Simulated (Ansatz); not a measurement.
Runs of Ansatz 0.2.0 on Si. The structure is hexagonal, space group P6_3/mmc (No. 194). The conventional cell has a = 3.831 Å, b = 3.831 Å, c = 6.333 Å, α = 90.00°, β = 90.00°, γ = 120.00°. Si (site symmetry 3m) is surrounded by 4 Si at 2.35 to 2.37 Å. This isn't the form of Si at room conditions, which is diamond.

```tsv
task	level	potentials or basis	spin	fixed moment (μB)	cell	k mesh	cutoff (eV)	smearing	search for lower states	moments locked	basis error allowed	gap on the mesh (eV)	pressure (GPa)	moment (μB)	largest force (eV/Å)
elastic constants	PBE	all-electron PAW datasets made for the crystal	collinear, ferromagnetic start	1.0	as given	6 × 6 × 3	200	fermi-dirac 0.01 eV	off	-	-	-	1.8	-	-
single point	PBE	all-electron LAPW, scalar-relativistic	off	-	as given	6 × 6 × 3	183	fermi-dirac 0.03 eV	-	-	0.003 eV/atom	(a)	1.5	-	0.01
band structure	BLYP+D3(BJ)+ATM	all-electron PAW datasets made for the crystal	collinear, random start	-	as given	8 × 8 × 4	180	fermi-dirac 0.15 eV	-	-	-	(b)	-1.0	0.00	0.01
relaxation of cell and atoms	PBE exchange only	all-electron LAPW, scalar-relativistic	collinear, antiferromagnetic start, moments held on the sites	-	relaxed	8 × 8 × 4	-	fermi-dirac 0.025 eV	off	each atom's moment, at its start value	0.001 eV/atom	1.27	-	0.00	0.01
```

Q: Estimate the missing entries.

A: (a) 0.42; (b) 0.65.

Caveats: a metal's response needs a denser mesh (some runs); the datasets are made anew for each crystal, so energies of different cells compare to about 1 meV per atom (some runs); the elastic tensor has a negative eigenvalue, so either the cell is unstable as it stands or the mesh is too thin (some runs); the total moment is fixed, so each spin has its own Fermi level (some runs); an odd mesh through Γ misses points on the zone boundary, where band edges often lie (some runs); the starting moments weren't kept (some runs).

The runs don't all hold the same shells in valence.
